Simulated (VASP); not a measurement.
# InP: relaxation of the atoms with PBE

Slab: InP, a slab with vacuum.

```xyz
8
Lattice="4.1444 0.0000 0.0000 -2.0722 3.5891 0.0000 0.0000 0.0000 25.9975" Properties=species:S:1:pos:R:3 pbc="T T T"
P     0.0000    0.0000    7.5000
P     0.0000    2.3927   10.8838
P     2.0722    1.1964   14.2677
P     0.0000    0.0000   17.6515
In    0.0000    2.3927    8.3460
In    2.0722    1.1964   11.7298
In    0.0000    0.0000   15.1137
In    0.0000    2.3927   18.4975
```

| Item | Value |
| --- | --- |
| Program | VASP 6.6.1 |
| Task | relaxation of the atoms |
| Functional | PBE |
| Potentials or basis | VASP PAW PBE potentials, release 64 (P, In_d) |
| Cutoff | 900 eV |
| k mesh | 6 × 6 × 1 |
| Occupations | fermi-dirac, width 0.05 eV |
| Spin | no spin polarisation |
| Dipole correction | yes |
| Atoms held fixed (from 0) | [0, 4, 1, 5] |
| Further INCAR settings | ALGO = Normal; EDIFF = 1e-06; IBRION = 2; EDIFFG = -0.01; NSW = 40 |

```json
{
  "Energy gained by relaxing": "7.9 meV/atom",
  "Ionic steps": "12",
  "Band gap on the k mesh": "none (metal or under the smearing width)"
}
```

Step by step:
```tsv
step	energy change (eV)	largest force (eV/Å)	pressure (GPa)
1	0.0000	0.5509	1.65
2	-0.0189	0.5675	1.63
3	-0.0236	0.5890	1.62
4	-0.0270	0.5909	1.60
5	-0.0364	0.5981	1.53
6	-0.0506	0.6119	1.39
7	-0.0623	0.6383	1.12
8	-0.0613	0.6600	1.12
9	-0.0632	0.6472	1.11
10	-0.0632	0.6467	1.12
11	-0.0632	0.6434	1.11
12	-0.0632	0.6440	1.11
```

Final structure:
```xyz
8
Lattice="4.1444 0.0000 0.0000 -2.0722 3.5891 0.0000 0.0000 0.0000 25.9975" Properties=species:S:1:pos:R:3 pbc="T T T"
P     0.0000    0.0000    7.5000
P     0.0000    2.3927   10.8839
P     2.0722    1.1964   14.3713
P     0.0000    0.0000   17.8875
In    0.0000    2.3927    8.3460
In    2.0722    1.1964   11.7298
In    4.1444    0.0000   15.2279
In    0.0000    2.3927   18.7328
```

Levels at points of the mesh, in eV from the Fermi level:
```csv
k point,band 34,band 35,band 36,band 37,band 38,band 39
"(0.00, 0.00, 0.00)",-0.64,0.21,0.30,0.30,0.90,1.42
"(0.50, 0.00, 0.00)",-1.79,-0.87,-0.40,-0.02,1.33,1.66
```

It took 65 min on 1 thread of Intel(R) Xeon(R) 6975P-C (Granite Rapids), with other jobs on the host, peak memory 1.1 GiB.
